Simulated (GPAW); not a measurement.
Crystal: Al2Au.

```
Au Al
1.0
     0.00000    3.00000    3.00000
     3.00000    0.00000    3.00000
     3.00000    3.00000    0.00000
Au Al
1 2
Direct
  0.00000 0.00000 0.00000
  0.75000 0.75000 0.75000
  0.25000 0.25000 0.25000
```

| Item | Value |
| --- | --- |
| Program | GPAW 26.7.0 |
| Task | single point |
| Functional | PBE |
| Potentials or basis | GPAW PAW data sets (gpaw-data 1.2.1) |
| Cutoff | 600 eV |
| Basis | pw |
| k mesh | 8 × 8 × 8 |
| Occupations | fermi-dirac, width 0.05 eV |
| Spin | no spin polarisation |

On this cell: pressure 3.7 GPa; largest force zero by symmetry; band gap on the k mesh none (metal or under the smearing width).

The same run follows on a disturbed copy (atoms moved at random, drawn with an rms of 0.05 Å):

```xyz
3
Lattice="0.0000 3.0000 3.0000 3.0000 0.0000 3.0000 3.0000 3.0000 0.0000" Properties=species:S:1:pos:R:3 pbc="T T T"
Au    0.0066    0.0060   -0.0555
Al    4.5597    4.4825    4.4633
Al    1.5347    1.5050    1.4800
```

What changes?

The energy (extrapolated to zero smearing) moves by +4.3 meV/atom; pressure 3.8 GPa; largest force 0.424 eV/Å; band gap on the k mesh none (metal or under the smearing width).

Forces in eV/Å, atoms in the order of the input:
```
Au   0.347 -0.107  0.218
Al  -0.253  0.113 -0.043
Al  -0.094 -0.006 -0.174
```

Stress tensor (GPa, compression positive):
```
 3.79 -0.42 -0.40
-0.42  3.86  0.52
-0.40  0.52  3.83
```

Caveats: with this Au data set, volumes or pressures lay over 1.5 % or 2 GPa off other programs in two to four cells of ten.
